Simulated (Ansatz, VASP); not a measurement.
## TaC: VASP beside Ansatz

Contents of INCAR:

```
PREC = Accurate
ENCUT = 520
EDIFF = 1E-7
ISMEAR = -1
SIGMA = 0.05
LREAL = False
LASPH = True
NELM = 100
ALGO = Normal
ISIF = 2
LWAVE = False
LCHARG = False
GGA = PE
NBANDS = 14
```

File KPOINTS:

```
Automatic mesh
0
Gamma
  10 10 10
```

The input POSCAR:

```
TaC
1.0
    0.0000000000      2.2080800874      2.2080800874
    2.2080800874      0.0000000000      2.2080800874
    2.2080800874      2.2080800874      0.0000000000
Ta C
1 1
Direct
    0.0000000000      0.0000000000      0.0000000000
    0.5000000000      0.5000000000      0.5000000000
```

File input.yaml:

```yaml
crystal:
  lattice:
    - [0.0, 2.2080800874, 2.2080800874]
    - [2.2080800874, 0.0, 2.2080800874]
    - [2.2080800874, 2.2080800874, 0.0]
  atoms:
    - { symbol: Ta, position: [0.0, 0.0, 0.0] }
    - { symbol: C, position: [0.5, 0.5, 0.5] }
hamiltonian:
  xc: pbe
  pseudopotentials: { kind: paw }
kpoints:
  mp_grid: { grid: [10, 10, 10] }
scf:
  occupations: { method: fermi_dirac, width: 0.05 }
output:
  forces: true
  stress: true
  eigenvalues: true
  write_density: true
  write_potential: true
  elf: true
  volumetric_format: npy
```

Change from the starting cell: volume scaled by 0.98.

Alike in both runs: task single point; functional PBE; k mesh 10 × 10 × 10; occupations fermi-dirac, width 0.05 eV; no spin polarisation.

|  | VASP | Ansatz |
| --- | --- | --- |
| version | VASP 6.6.1 | Ansatz 0.2.0 |
| potentials or method | VASP PAW PBE potentials, release 64 (Ta_pv, C) | Ansatz PAW |
| plane-wave cutoff (eV) | 520 | 420 |
| valence electrons in the cell | 15 | 17 |

Ansatz gave:

```
gap on the k mesh at the Fermi level (eV) : none
pressure (GPa)                            : 14.0
```

Estimate VASP's values.

gap on the k mesh at the Fermi level (eV): none; pressure (GPa): 14.8.

A gap of «none» marks a metal or a gap that the smearing closes. With one functional, cell and mesh, what is left measures potentials, basis and numerics. The two sets of potentials don't hold the same shells in valence.

Caveats: the pressure holds a Pulay correction of +0.3 GPa for the finite cutoff (Ansatz). The runs have no spin-orbit coupling, so splittings on Ta are missing.
